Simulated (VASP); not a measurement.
Crystal: TiO.

```
Ti O
1.0
     3.03100    0.00000    0.00000
    -1.51550    2.62492    0.00000
     0.00000    0.00000    3.23770
Ti O
1 1
Direct
  0.66667 0.33333 0.00000
  0.00000 0.00000 0.50000
```

```yaml
Program: VASP 6.6.1
Task: relaxation of cell and atoms
Functional: vdW-DF
Potentials_or_basis: VASP PAW PBE potentials, release 64 (Ti_sv, O)
Cutoff: 600 eV
k_mesh: 10 × 10 × 8
Occupations: fermi-dirac, width 0.05 eV
Spin: no spin polarisation
```

At the start: pressure -30.6 GPa; volume 12.88 Å³/atom.

Problem. Where does the relaxation end?

Solution. Over 8 steps the energy falls by 363.7 meV/atom and the volume is 10.12 Å³/atom (-21.4 %); space group P-6m2 (No. 187, to 0.05 Å).

The path:
| step | energy change (eV) | largest force (eV/Å) | pressure (GPa) | volume (Å³) |
| --- | --- | --- | --- | --- |
| 1 | 0.0000 | 0.0000 | -30.61 | 25.76 |
| 2 | -0.4031 | 0.0000 | 42.29 | 17.59 |
| 3 | -0.7262 | 0.0000 | -0.50 | 20.28 |
| 4 | -0.7264 | 0.0000 | 0.61 | 20.18 |
| 5 | -0.7274 | 0.0000 | 0.11 | 20.24 |
| 6 | -0.7274 | 0.0000 | 0.20 | 20.23 |
| 7 | -0.7274 | 0.0000 | -0.18 | 20.26 |
| 8 | -0.7274 | 0.0000 | 0.00 | 20.24 |

Final structure:
```cif
data_structure
_symmetry_space_group_name_H-M 'P 1'
_symmetry_Int_Tables_number 1
_cell_length_a 2.8548
_cell_length_b 2.8548
_cell_length_c 2.8682
_cell_angle_alpha 90.000
_cell_angle_beta 90.000
_cell_angle_gamma 120.000
_cell_volume 20.24
loop_
_atom_site_label
_atom_site_type_symbol
_atom_site_fract_x
_atom_site_fract_y
_atom_site_fract_z
_atom_site_occupancy
Ti1 Ti 0.66667 0.33333 0.00000 1
O1 O 0.00000 0.00000 0.50000 1
```

Caveat: the volume moved by over 15 % at a fixed basis, so the end points are rough; the PAW data sets were made with another functional, which shifts forces and pressure a little; the volume moved by -21 % from the deposited cell, more than functionals usually miss.
